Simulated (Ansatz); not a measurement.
**Cohesive energies along group 11 and 12**

Level of theory: DFT, PBEsol, plane waves (420 eV) with PAW, scalar-relativistic in Ansatz 0.2.0. (PAW data from PBE, frozen cores regenerated.)

The free atom is spin-polarised, without symmetry, in a box of 14 × 14.4 × 14.8 Å, in the lowest state that the tried spin starts reached (hybrids start from one state alone); no zero-point energy, no spin-orbit coupling, no dispersion.

(1) Rank by cohesive energy per atom, weakest first.
A. cadmium (hcp)
B. mercury (alpha-Hg (rhombohedral))
C. copper (fcc)
D. gold (fcc)
E. silver (fcc)
F. zinc (hcp)

Results:

(1) B (0.57 eV), A (1.19 eV), F (1.58 eV), E (3.09 eV), D (3.73 eV), C (4.08 eV).
